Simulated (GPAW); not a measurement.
Crystal: TiC.

```xyz
2
Lattice="3.0421 0.0000 0.0000 -1.5210 2.6345 0.0000 0.0000 0.0000 2.6980" Properties=species:S:1:pos:R:3 pbc="T T T"
Ti    0.0000    0.0000    1.3490
C     0.0000    1.7563    0.0000
```

The cell was built by a generator and needn't be a form met in nature.

Base run:

```yaml
Program: GPAW 26.7.0
Functional: r2SCAN
Potentials_or_basis: GPAW PAW data sets (gpaw-data 1.2.1)
Cutoff: 800 eV
Basis: pw
k_mesh: 10 × 10 × 10
Occupations: fermi-dirac, width 0.05 eV
Spin: no spin polarisation
```

Its results: pressure -0.7 GPa.

Question: The run is repeated on the same cell with these changes: functional from r2SCAN to PBE; occupations from fermi-dirac, width 0.05 eV to gaussian, width 0.013 eV. What comes out?

Answer: Pressure 0.5 GPa.

Caveats: the PAW data sets were made with another functional, which shifts forces and pressure a little (some runs).
